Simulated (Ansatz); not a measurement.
# GaSb: the cost of one run

Program: Ansatz 0.2.0. Level of theory: DFT PBEsol, scalar-relativistic, plane waves, PAW. These are calculated values, not measurements.

The COD entry's cell or inner coordinates are ideal or old and differ from later refinements, so a difference from it is no clean test against experiment.

1 further run of the same task is left out (set aside as unsound or not needed).

## Step 1: The structure to begin with

Symmetry: F-43m, No. 216, cubic system. The conventional cell has a = 6.111 Å, b = 6.111 Å, c = 6.111 Å, α = 90.00°, β = 90.00°, γ = 90.00°. Ga (site symmetry -43m) has 4 Sb at 2.65 Å as nearest neighbours. Sb (site symmetry -43m) has 4 Ga at 2.65 Å as nearest neighbours.

Coordinates:

```cif
data_structure
_symmetry_space_group_name_H-M 'P 1'
_symmetry_Int_Tables_number 1
_cell_length_a 4.3213
_cell_length_b 4.3213
_cell_length_c 4.3213
_cell_angle_alpha 60.000
_cell_angle_beta 60.000
_cell_angle_gamma 60.000
_cell_volume 57.06
loop_
_atom_site_label
_atom_site_type_symbol
_atom_site_fract_x
_atom_site_fract_y
_atom_site_fract_z
_atom_site_occupancy
Ga1 Ga 0.00000 0.00000 0.00000 1
Sb1 Sb 0.25000 0.25000 0.25000 1
```

This cell was relaxed beforehand with the same method: volume 28.53 Å³/atom, gap on the mesh none (metal).

## Step 2: Electronic structure at the relaxed geometry

Input file input.yaml:

```yaml
crystal:
  lattice:
    - [0.0, 3.0556142717, 3.0556142717]
    - [3.0556142717, 0.0, 3.0556142717]
    - [3.0556142717, 3.0556142717, 0.0]
  atoms:
    - { symbol: Ga, position: [0.0, 0.0, 0.0] }
    - { symbol: Sb, position: [0.25, 0.25, 0.25] }
basis:
  ecutwfc: 420
kpoints:
  mp_grid: { grid: [12, 12, 12] }
  band_path:
    path:
      - [[0.0, 0.0, 0.0], [-0.5, -0.5, 0.0], [-0.375, -0.375, 0.25]]
      - [[-0.375, 0.0, 0.375], [0.0, 0.0, 0.0], [0.0, 0.0, 0.5], [-0.5, -0.25, 0.25], [-0.5, -0.5, 0.0]]
    npoints: 14
hamiltonian:
  xc: pbesol
scf:
  occupations: { method: gaussian, width: 0.1 }
  n_extra_bands: 6
output:
  forces: true
  stress: true
  eigenvalues: true
  populations: true
  dos: { projected: true, de: 0.02, nscf_kmesh: { grid: [18, 18, 18] } }
  bader: true
  write_density: true
  write_potential: true
  elf: true
  volumetric_format: npy
```

The run is started by

```bash
> ansatz run input.yaml --threads 1 --pin off --max-ram 2560MiB --backend cpu --events-out ev --progress --plain --runs-dir out
```

What time and memory should one allow on 1 thread of Arm Neoverse V1, shared host?

About 43 s, with a peak of 0.4 GiB.
